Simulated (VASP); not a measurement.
A run of VASP 6.6.1 is set up as follows.

The input POSCAR:

```
LiF
1.0
    0.0000000000      2.0254491992      2.0254491992
    2.0254491992      0.0000000000      2.0254491992
    2.0254491992      2.0254491992      0.0000000000
  Li              F
     1     1
Direct
     0.0000000000000000    0.0000000000000000    0.0000000000000000
     0.5000000000000000    0.5000000000000000    0.5000000000000000
```

INCAR.step1

```
  PREC = Accurate
  ENCUT = 600
  EDIFF = 1E-8
  ISMEAR = 0
  SIGMA = 0.03
  LREAL = F
  LASPH = T
  NELM = 80
  ALGO = Fast
  ISIF = 3
  LWAVE = F
  LCHARG = F
  GGA = PE
  IBRION = 2
  NSW = 40
  EDIFFG = -0.002
```

INCAR.step2

```
  PREC = Accurate
  ENCUT = 600
  EDIFF = 1E-8
  ISMEAR = 0
  SIGMA = 0.03
  LREAL = F
  LASPH = T
  NELM = 80
  ALGO = Fast
  ISIF = 3
  LWAVE = F
  LCHARG = F
  GGA = PE
  IBRION = 6
  NFREE = 2
  POTIM = 0.015
  NSW = 1
```

KPOINTS

```
regular mesh
0
Gamma
  12 12 12
```

Potentials or basis: VASP PAW PBE potentials, release 64 (Li_sv, F).

Command:

```bash
$ cat potpaw_PBE.64/Li_sv/POTCAR potpaw_PBE.64/F/POTCAR > POTCAR
$ cp INCAR.step1 INCAR
$ mpirun -np 1 vasp_std > vasp.out
$ cp CONTCAR POSCAR
$ cp INCAR.step2 INCAR
$ mpirun -np 1 vasp_std > vasp.out
```

**Question.** Estimate the elastic constants C11, C12, C44.

**Answer.** 113, 45, 60 GPa.

**Question.** What does it give for the Voigt bulk modulus?

**Answer.** 67 GPa.

**Question.** Estimate the highest phonon frequency at Γ, LO-TO splitting left out.

**Answer.** 282 cm⁻¹.

Final structure:
```
CELL_PARAMETERS angstrom
0.00000 2.02642 2.02642
2.02642 0.00000 2.02642
2.02642 2.02642 0.00000
ATOMIC_POSITIONS crystal
Li 0.00000 0.00000 0.00000
F 0.50000 0.50000 0.50000
```

Caveat: the cutoff is under 1.25 times the usual one of these potentials, so pressure, stress and relaxed cells hold a basis-set (Pulay) error.
